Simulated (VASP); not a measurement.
# CdS (Hawleyite) (F-43m) in VASP: further runs, part 3 of 3

VASP 6.6.1. Earlier steps stand in the parts before.

### 6 Chemical shielding, PBE+MBD (volume scaled by 0.8)

The input, INCAR:

```
SYSTEM = CdS
PREC     = Accurate       ! precision mode
ENCUT    = 500            ! plane-wave cutoff, eV
EDIFF    = 1E-8           ! SCF threshold, eV
ISMEAR   = -1             ! smearing method
SIGMA    = 0.1            ! smearing width, eV
LREAL    = .False.        ! projectors in reciprocal space
LASPH    = .True.         ! aspherical terms in the spheres
NELM     = 100            ! most SCF steps
ALGO     = Fast           ! electronic algorithm
ISIF     = 2              ! what is computed and relaxed
LWAVE    = .False.        ! write WAVECAR
LCHARG   = .False.        ! write CHGCAR
GGA      = PE             ! functional
IVDW     = 202            ! dispersion correction
LCHIMAG  = .True.       
DQ       = 0.001        
ICHIBARE = 1            
LNMR_SYM_RED= .True.       
NBANDS   = 21             ! bands
```

The input, KPOINTS:

```
regular mesh
0
Monkhorst
  8 8 8
  0 0 0
```

The input, POSCAR:

```
CdS
1.0
    0.0000000000      2.7074387666      2.7074387666
    2.7074387666      0.0000000000      2.7074387666
    2.7074387666      2.7074387666      0.0000000000
Cd S
1 1
Direct
    0.0000000000      0.0000000000      0.0000000000
    0.7500000000      0.7500000000      0.7500000000
```

Potentials or basis: VASP PAW PBE potentials, release 64 (Cd, S).

The run is started by

```sh
$ cat potpaw_PBE.64/Cd/POTCAR potpaw_PBE.64/S/POTCAR > POTCAR
$ mpirun -np 1 vasp_std > vasp.out
```

OUTCAR:

```text
SYSTEM = CdS
   PREC = Accurate
   ENCUT = 500
   EDIFF = 1E-8
   ISMEAR = -1
   LREAL = .False.
   LASPH = .True.
   NELM = 100
   ISIF = 2
   GGA = PE
   IVDW = 202
  IVDW = 202

 ion  position               nearest neighbor table
   1  0.000  0.000  0.000-   2 2.34   2 2.34   2 2.34   2 2.34
   2  0.750  0.750  0.750-   1 2.34   1 2.34   1 2.34   1 2.34

  LATTYP: Found a face centered cubic cell.
 ALAT       =     5.4148775332

  Lattice vectors:

 A1 = (   0.0000000000,   2.7074387666,   2.7074387666)
 A2 = (   2.7074387666,   0.0000000000,   2.7074387666)
 A3 = (   2.7074387666,   2.7074387666,   0.0000000000)

Analysis of symmetry for initial positions (statically):
=====================================================================
[... 817 lines left out ...]

 -------------------------------------------------------------
  G=0 CONTRIBUTION TO CHEMICAL SHIELDING (field along BDIR)
  using pGv susceptibility, excluding core contribution
 -------------------------------------------------------------
   BDIR                X                 Y                 Z
 -------------------------------------------------------------
     1         11.178801         -0.000000          0.000000
     2          0.000000         11.178801          0.000000
     3         -0.000000          0.000000         11.178801
 -------------------------------------------------------------

  Core NMR properties

  typ  El   Core shielding (ppm)
 ----------------------------
    1  Cd    4807.8450013
    2  S      979.9394389
 ----------------------------

  Core contribution to magnetic susceptibility:    -10.09  10^-6 cm^3/mole
 --------------------------------------------------------------------------

  CSA tensor (J. Mason, Solid State Nucl. Magn. Reson. 2, 285 (1993))
  for chemical shielding  (including the isotropic core contribution)

  BDIR labels direction of applied magnetic field (i.e. B0)
  For BDIR==1, B0 along x-axis, etc.
  Induced field listed along cartesian directions for each BDIR
 ------------------------------------------------------------------------------------------
                 EXCLUDING G=0 CONTRIBUTION              INCLUDING G=0 CONTRIBUTION
 ------------------------------------------------------------------------------------------
  ion  BDIR            X           Y           Z                X           Y           Z
          (   iso_shield        span        skew ) (   iso_shield        span        skew )
 ------------------------------------------------------------------------------------------
    1     1    2335.7620      0.0000      0.0000        2350.4783     -0.0000      0.0000
          2       0.0000   2335.7620      0.0000           0.0000   2350.4783      0.0000
          3       0.0000      0.0000   2335.7620           0.0000      0.0000   2350.4783
          (    2335.7620      0.0000      0.0000 ) (    2350.4783      0.0000      0.0000 )

    2     1     912.8292      0.0000      0.0000         927.5456     -0.0000      0.0000
          2      -0.0000    912.8292      0.0000          -0.0000    927.5456      0.0000
          3       0.0000      0.0000    912.8292          -0.0000      0.0000    927.5456
          (     912.8292      0.0000      0.0000 ) (     927.5456      0.0000      0.0000 )
 ------------------------------------------------------------------------------------------
  IF SPAN.EQ.0, THEN SKEW IS ILL-DEFINED
 ------------------------------------------------------------------------------------------
```

OSZICAR:

```text
N       E                     dE             d eps       ncg     rms          rms(c)
DAV:   1     0.120767757135E+03    0.12077E+03   -0.88128E+03  2616   0.788E+02
DAV:   2    -0.856442921646E+00   -0.12162E+03   -0.11248E+03  2865   0.222E+02
DAV:   3    -0.584053839761E+01   -0.49841E+01   -0.49528E+01  3047   0.469E+01
[... 20 lines left out ...]
RLQ:   2    -0.482596717095E+01   -0.22852E+00   -0.35378E-01  5771   0.215E+00
RLQ:   3    -0.483177877907E+01   -0.58116E-02   -0.82422E-03  5825   0.307E-01
RLQ:   4    -0.483199858644E+01   -0.21981E-03   -0.47798E-04  5854   0.442E-02
RLQ:   5    -0.483201375545E+01   -0.15169E-04   -0.37897E-05  5855   0.879E-03
RLQ:   6    -0.483201482136E+01   -0.10659E-05   -0.14723E-06  5730   0.182E-03
RLQ:   7    -0.483201488799E+01   -0.66637E-07   -0.15989E-07  4825   0.458E-04
RLQ:   8    -0.483201489438E+01   -0.63843E-08   -0.12989E-08  4417   0.174E-04
```

stdout:

```text
POSCAR found type information on POSCAR CdS
 POSCAR found :  2 types and       2 ions
 scaLAPACK will be used
 LDA part: xc-table for (Slater+PW92), standard interpolation
 -----------------------------------------------------------------------------
[... 66 lines left out ...]
RLQ:   2    -0.482596717095E+01   -0.22852E+00   -0.35378E-01  5771   0.215E+00
RLQ:   3    -0.483177877907E+01   -0.58116E-02   -0.82422E-03  5825   0.307E-01
RLQ:   4    -0.483199858644E+01   -0.21981E-03   -0.47798E-04  5854   0.442E-02
RLQ:   5    -0.483201375545E+01   -0.15169E-04   -0.37897E-05  5855   0.879E-03
RLQ:   6    -0.483201482136E+01   -0.10659E-05   -0.14723E-06  5730   0.182E-03
RLQ:   7    -0.483201488799E+01   -0.66637E-07   -0.15989E-07  4825   0.458E-04
RLQ:   8    -0.483201489438E+01   -0.63843E-08   -0.12989E-08  4417   0.174E-04
```

Run time: 18 min. Hardware: 1 thread of Intel Xeon Platinum 8488C (Sapphire Rapids), shared host; peak memory 0.37 GiB.

What came out:

```yaml
Hirshfeld_charges: Cd +0.26; S -0.26 e
Dispersion_energy_per_atom: -0.304 eV
```

Chemical shielding (ppm):
| atom | isotropic | span | skew |
| --- | --- | --- | --- |
| 1 Cd | 2350 | 0 | 0.00 |
| 2 S | 928 | 0 | 0.00 |

### 7 The reference run

An earlier run on the cell as given: functional PBE; potentials or basis VASP PAW PBE potentials, release 64 (Cd, S); cutoff 520 eV; k mesh 8 × 8 × 8; occupations fermi-dirac, width 0.05 eV; no spin polarisation.

- Pressure: 3.2 GPa
- Band gap on the k mesh: 1.15 eV, direct

### 8 Overview

| task | level | potentials or basis | spin | cell | k mesh | cutoff (eV) | smearing | ladder | monkhorst-Pack mesh | other keys | pressure (GPa) |
| --- | --- | --- | --- | --- | --- | --- | --- | --- | --- | --- | --- |
| band structure | LDA | VASP PAW LDA potentials, release 64 (Cd, S) | SOC, no magnetisation | as given | 6 × 6 × 6 | 520 | gaussian 0.02 eV | free | - | - | - |
| band structure | r2SCAN | VASP PAW PBE potentials, release 64 (Cd, S) | SOC, no magnetisation | as given | 6 × 6 × 6 | 520 | gaussian 0.02 eV | free | - | - | 1.8 |
| chemical shielding | PBE+MBD | VASP PAW PBE potentials, release 64 (Cd, S) | off | volume scaled by 0.8 | 8 × 8 × 8 | 500 | fermi-dirac 0.1 eV | - | yes | shifted = yes; NBANDS = 21 | - |
| single point | PBE | VASP PAW PBE potentials, release 64 (Cd, S) | off | as given | 8 × 8 × 8 | 520 | fermi-dirac 0.05 eV | - | - | - | 3.2 |

Caveats: the PAW data sets were made with another functional, which shifts forces and pressure a little (some runs).

Absolute energies hang on the potentials; compare differences alone.
